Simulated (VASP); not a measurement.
# Si (P6/mmm) in VASP: a series of runs, part 2 of 2

VASP 6.6.1. Earlier steps stand in the parts before.

### Step 3. Single point, LDA

INCAR

```
SYSTEM = Si
PREC     = Accurate       ! precision mode
ENCUT    = 520            ! plane-wave cutoff, eV
EDIFF    = 1E-7           ! SCF threshold, eV
ISMEAR   = 0              ! smearing method
SIGMA    = 0.15           ! smearing width, eV
LREAL    = .FALSE.        ! projectors in reciprocal space
LASPH    = .TRUE.         ! aspherical terms in the spheres
NELM     = 80             ! most SCF steps
ALGO     = Normal         ! electronic algorithm
ISIF     = 2              ! what is computed and relaxed
LWAVE    = .FALSE.        ! write WAVECAR
LCHARG   = .FALSE.        ! write CHGCAR
GGA      = CA             ! functional
NBANDS   = 8              ! bands
```

KPOINTS

```
regular mesh
0
G
  21 21 20
  0 0 0
```

POSCAR

```
Si
1.0
    2.6205428149      0.0000000000      0.0000000000
   -1.3102714075      2.2694566494      0.0000000000
    0.0000000000      0.0000000000      2.4663543900
Si
1
Direct
    0.0000000000      0.0000000000      0.0000000000
```

Potentials or basis: VASP PAW LDA potentials, release 64 (Si).

On the command line:

```
$ cat potpaw_LDA.64/Si/POTCAR > POTCAR
$ mpirun -np 1 vasp_std > vasp.out
```

OUTCAR:

```text
SYSTEM = Si
   PREC = Accurate
   ENCUT = 520
   EDIFF = 1E-7
   ISMEAR = 0
   LREAL = .FALSE.
   LASPH = .TRUE.
   NELM = 80
   ISIF = 2
   GGA = CA

 ion  position               nearest neighbor table
   1  0.000  0.000  0.000-

  LATTYP: Found a hexagonal cell.
 ALAT       =     2.6205428149
 C/A-ratio  =     0.9411616463

  Lattice vectors:

 A1 = (   2.6205428149,   0.0000000000,   0.0000000000)
 A2 = (  -1.3102714075,   2.2694566494,   0.0000000000)
 A3 = (   0.0000000000,   0.0000000000,   2.4663543900)

Analysis of symmetry for initial positions (statically):
=====================================================================
 Subroutine PRICEL returns:
 Original cell was already a primitive cell.

 Routine SETGRP: Setting up the symmetry group for a
 hexagonal supercell.

 Subroutine GETGRP returns: Found 24 space group operations
 (whereof 24 operations were pure point group operations)
 out of a pool of 24 trial point group operations.

The static configuration has the point symmetry D_6h.

Analysis of symmetry for dynamics (positions and initial velocities):
=====================================================================
 Subroutine PRICEL returns:
 Original cell was already a primitive cell.

 Routine SETGRP: Setting up the symmetry group for a
 hexagonal supercell.

 Subroutine GETGRP returns: Found 24 space group operations
 (whereof 24 operations were pure point group operations)
 out of a pool of 24 trial point group operations.

The dynamic configuration has the point symmetry D_6h.

 Subroutine INISYM returns: Found 24 space group operations
 (whereof 24 operations are pure point group operations),
 and found     1 'primitive' translations

----------------------------------------------------------------------------------------

                                     Primitive cell

  volume of cell :      14.6679

  direct lattice vectors                    reciprocal lattice vectors
     2.620542815  0.000000000  0.000000000     0.381600329  0.220317053  0.000000000
    -1.310271407  2.269456649  0.000000000     0.000000000  0.440634105  0.000000000
     0.000000000  0.000000000  2.466354390     0.000000000  0.000000000  0.405456736

  length of vectors
     2.620542815  2.620542815  2.466354390     0.440634105  0.440634105  0.405456736

  position of ions in fractional coordinates (direct lattice)
     0.000000000  0.000000000  0.000000000

  ion indices of the primitive-cell ions
   primitive index   ion index
                 1           1

----------------------------------------------------------------------------------------

 KPOINTS: regular mesh

Automatic generation of k-mesh.
 Grid dimensions read from file:
 generate k-points for:   21   21   20

 Generating k-lattice:

  Cartesian coordinates                     Fractional coordinates (reciprocal lattice)
     0.018171444  0.010491288  0.000000000     0.047619048  0.000000000  0.000000000
     0.000000000  0.020982576  0.000000000     0.000000000  0.047619048  0.000000000
     0.000000000  0.000000000  0.020272837     0.000000000  0.000000000  0.050000000

  Length of vectors
     0.020982576  0.020982576  0.020272837

  Shift w.r.t. Gamma in fractional coordinates (k-lattice)
     0.000000000  0.000000000  0.000000000

 Subroutine IBZKPT returns following result:
 ===========================================

 Found    528 irreducible k-points:

 Following reciprocal coordinates:
            Coordinates               Weight
  0.000000  0.000000  0.000000      1.000000
  0.047619  0.000000  0.000000      6.000000
  0.095238  0.000000  0.000000      6.000000
  0.142857  0.000000  0.000000      6.000000
  0.190476  0.000000  0.000000      6.000000
  0.238095  0.000000  0.000000      6.000000
[... 16 lines left out ...]
  0.142857  0.095238  0.000000     12.000000
  0.190476  0.095238  0.000000     12.000000
 [... further k-points ...]
   k-points           NKPTS =    528   k-points in BZ     NKDIM =    528   number of bands    NBANDS=      8
   number of dos      NEDOS =    301   number of ions     NIONS =      1
   total plane-waves  NPLWV =   7200
   dimension x,y,z NGX =    20 NGY =   20 NGZ =   18
   dimension x,y,z NGXF=    40 NGYF=   40 NGZF=   36
   ions per type =               1
   NGX,Y,Z   is equivalent  to a cutoff of  12.69, 12.69, 12.13 a.u.
   NGXF,Y,Z  is equivalent  to a cutoff of  25.38, 25.38, 24.27 a.u.
 SYSTEM =  Si
   PREC   = accura    normal or accurate (medium, high low for compatibility)
   ISTART =      0    job   : 0-new  1-cont  2-samecut
   ICHARG =      2    charge: 1-file 2-atom 10-const
   ISPIN  =      1    spin polarized calculation?
   LNONCOLLINEAR =      F non collinear calculations
   LSORBIT =      F    spin-orbit coupling
   LASPH  =      T    aspherical Exc in radial PAW
   ENCUT  =  520.0 eV  38.22 Ry    6.18 a.u.   4.87  4.87  4.59*2*pi/ulx,y,z
   NELM   =     80;   NELMIN=  2; NELMDL= -5     # of ELM steps
   EDIFF  = 0.1E-06   stopping-criterion for ELM
   LREAL  =      F    real-space projection
   EDIFFG = 0.1E-05   stopping-criterion for IOM
   NSW    =      0    number of steps for IOM
   IBRION =     -1    ionic relax: 0-MD 1-quasi-New 2-CG
   NFREE  =      0    steps in history (QN), initial steepest desc. (CG)
   ISIF   =      2    stress and relaxation
   ISYM   =      2    0-nonsym 1-usesym 2-fastsym
   POTIM  = 0.5000    time-step for ionic-motion
   TEBEG  =    0.0;   TEEND  =   0.0 temperature during run
   PSTRESS=    0.0 pullay stress
   NELECT =       4.0000    total number of electrons
   NUPDOWN=      -1.0000    fix difference up-down
   EMIN   =  10.00;   EMAX   =-10.00  energy-range for DOS
   EFERMI =   0.00;   METHOD = LEGACY
   ISMEAR =     0;   SIGMA  =   0.15  broadening in eV -4-tet -1-fermi 0-gaus
   EFERMI_NEDOS =   21; number of points for ismear=-14 and -15
   IALGO  =     38    algorithm
   IMIX   =      4    mixing-type and parameters
     AMIX     =   0.40;   BMIX     =  1.00
     AMIX_MAG =   1.60;   BMIX_MAG =  1.00
  volume/ion in A,a.u.               =      14.67        98.98
  Fermi-wavevector in a.u.,A,eV,Ry     =   1.061627  2.006184 15.334472  1.127052
  Thomas-Fermi vector in A             =   2.197050
   LORBIT       =      0    0 simple, 1 ext, 2 COOP (PROOUT), +10 PAW based schemes
   GGA     = CA    functional components
   LHFCALC =     F    Hartree Fock is set to
   AEXX    =    0.0000 exact exchange contribution
   IVDW    =     0    specifies the selected vdW correction
   LEPSILON=     F    determine dielectric tensor
   LRPA    =     F    only Hartree local field effects (RPA)
 non-spin polarized calculation
 Gauss-broadening in eV      SIGMA  =   0.15
  energy-cutoff  :      520.00
  volume of cell :       14.67
 maximum number of plane-waves:       409
 NGX is ok and might be reduce to    20
   NGX =  9   NGY =  9   NGZ =  9

 number of electron       4.0000000 magnetization

 Free energy of the ion-electron system (eV)
  ---------------------------------------------------
  ext. energy  EPLUGINS =         0.00000000
  ---------------------------------------------------
  free energy    TOTEN  =        -5.73866569 eV

  energy without entropy =       -5.73401310  energy(sigma->0) =       -5.73633940

 E-fermi :   9.6644     XC(G=0): -11.1497

 val. band max:        9.6619767819   @ k =   0.3810   0.2381   0.3500
 cond. band min:       9.6678132397   @ k =   0.2857   0.0000   0.1500
 fundamental gap:      0.0058364578
 Fermi energy:         9.6643583281

 k-point     1 :       0.0000    0.0000    0.0000
  band No.  band energies     occupation
      1      -4.4349      2.00000
      2      17.1877      0.00000
      3      17.5884      0.00000
      4      19.8800      0.00000
      5      19.8800      0.00000
      6      21.9108      0.00000
      7      21.9108      0.00000
      8      27.4138      0.00000
[... 243 lines left out ...]
 k-point    24 :       0.1905    0.0952    0.0000
  band No.  band energies     occupation
      1      -2.6655      2.00000
      2      11.1845      0.00000
      3      13.7707      0.00000
      4      19.0584      0.00000
      5      19.6633      0.00000
      6      23.0376      0.00000
      7      27.0035      0.00000
      8      30.8061      0.00000

 [... further k-points ...]

------------------------ aborting loop because EDIFF is reached ----------------------------------------

  FORCE on cell =-STRESS in cart. coord.  units (eV):
  Direction    XX          YY          ZZ          XY          YZ          ZX
  --------------------------------------------------------------------------------------
  -------------------------------------------------------------------------------------
  Total       -0.0159711     -0.0159711     -0.1949880      0.0000000     -0.0000000      0.0000000
  in kB       -1.7445196     -1.7445196    -21.2985416      0.0000000     -0.0000000      0.0000000
  external PRESSURE =      -8.2625270 kB  Pullay stress =       0.0000000 kB

 VOLUME and BASIS-vectors are now :
 -----------------------------------------------------------------------------
  energy-cutoff  :      520.00
  volume of cell :       14.67
      direct lattice vectors                 reciprocal lattice vectors
     2.620542815  0.000000000  0.000000000     0.381600329  0.220317053  0.000000000
    -1.310271407  2.269456649  0.000000000     0.000000000  0.440634105  0.000000000
     0.000000000  0.000000000  2.466354390     0.000000000  0.000000000  0.405456736

 POSITION                                       TOTAL-FORCE (eV/Angst)
 -----------------------------------------------------------------------------------
      0.00000      0.00000      0.00000        -0.000000      0.000000      0.000000
 -----------------------------------------------------------------------------------
    total drift:                               -0.000000      0.000000      0.000000

  FREE ENERGIE OF THE ION-ELECTRON SYSTEM (eV)
  ---------------------------------------------------
  free  energy   TOTEN  =        -5.7386656921 eV

  energy  without entropy=       -5.7340131040  energy(sigma->0) =       -5.73633940
```

Run time: 21 s. Hardware: 1 thread of Intel Xeon Platinum 8488C (Sapphire Rapids), shared host; peak memory 0.15 GiB.

Results:

| Item | Value |
| --- | --- |
| Free energy | -5.7387 eV |
| Pressure | -0.8 GPa |
| Band gap on the k mesh | none (metal or under the smearing width) |

Levels at points of the mesh, in eV from the Fermi level:
| k point | band 1 | band 2 | band 3 | band 4 | band 5 | band 6 |
| --- | --- | --- | --- | --- | --- | --- |
| (0.00, 0.00, 0.00) | -14.10 | 7.52 | 7.92 | 10.22 | 10.22 | 12.25 |
| (0.00, 0.00, 0.50) | -9.22 | -7.19 | 13.74 | 13.74 | 14.96 | 14.96 |
